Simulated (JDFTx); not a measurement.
KCl (Sylvite):

```
CELL_PARAMETERS angstrom
0.00000 3.14647 3.14647
3.14647 0.00000 3.14647
3.14647 3.14647 0.00000
ATOMIC_POSITIONS crystal
K 0.00000 0.00000 0.00000
Cl 0.50000 0.50000 0.50000
```

Base run:

* Program: JDFTx 1.7.0 (patched build)
* Functional: r2SCAN
* Potentials or basis: SG15-PBE-1.2
* Cutoff: 1088 eV
* Density cutoff: 8708 eV
* k mesh: 6 × 6 × 6
* Occupations: fermi-dirac, width 0.05 eV
* Spin: no spin polarisation

Its results: band gap on the k mesh 5.74 eV, direct; pressure -0.1 GPa.

**Question.** The run is repeated on the same cell with these changes: functional from r2SCAN to TASK. What comes out?

**Answer.** Band gap on the k mesh 8.49 eV, direct; pressure 6.5 GPa.

Caveats: the empty levels aren't tightly converged; the potentials were made for another functional, which shifts forces and pressure.

